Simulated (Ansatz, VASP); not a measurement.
B in VASP and in Ansatz

Contents of INCAR:

```
PREC = Accurate ; ENCUT = 520
EDIFF = 1E-6 ; ISMEAR = 0
SIGMA = 0.15 ; LREAL = False
LASPH = True ; NELM = 100
ALGO = Normal ; ISIF = 2
LWAVE = False ; LCHARG = False
GGA = PE ; IVDW = 12
NBANDS = 8
```

The input KPOINTS:

```
Automatic mesh
0
Gamma
  36 36 14
```

File POSCAR:

```
B
1.0
    1.7972032725      0.0000000000      0.0000000000
   -0.8986016362      1.5564236897      0.0000000000
    0.0000000000      0.0000000000      3.2621271370
B
1
Direct
    0.0000000000      0.0000000000      0.0000000000
```

Input for Ansatz:

```yaml
crystal:
  lattice:
    - [1.7972032725, 0.0, 0.0]
    - [-0.8986016362, 1.5564236897, 0.0]
    - [0.0, 0.0, 3.262127137]
  atoms:
    - { symbol: B, position: [0.0, 0.0, 0.0] }
basis:
  ecutwfc: 420
kpoints:
  mp_grid: { grid: [36, 36, 14] }
hamiltonian:
  xc: pbe
  dispersion: d3bj
scf:
  occupations: { method: gaussian, width: 0.15 }
output:
  forces: true
  stress: true
  eigenvalues: true
```

Alike in both runs: task single point; functional PBE; dispersion D3(BJ); k mesh 36 × 36 × 14; occupations gaussian, width 0.15 eV; no spin polarisation.

```csv
,VASP,Ansatz
version,VASP 6.6.1,Ansatz 0.2.0
potentials or method,"VASP PAW PBE potentials, release 64 (B)","scalar-relativistic, plane waves, PAW"
plane-wave cutoff (eV),520,420
valence electrons in the cell,3,3
```

VASP gave:

* gap on the k mesh at the Fermi level (eV): none
* pressure (GPa): -24.4
* largest component of the traceless stress (GPa): 26.27

Q: What did Ansatz give for the same quantities?

A: gap on the k mesh at the Fermi level (eV): none; pressure (GPa): -24.3; largest component of the traceless stress (GPa): 26.20.

A gap of «none» marks a metal or a gap that the smearing closes.

Caveats: so large a pressure means that the cell lies far from this level's equilibrium, or that cutoff or potentials fall short (VASP); pairwise dispersion overbinds metals, which lowers pressure and volume.
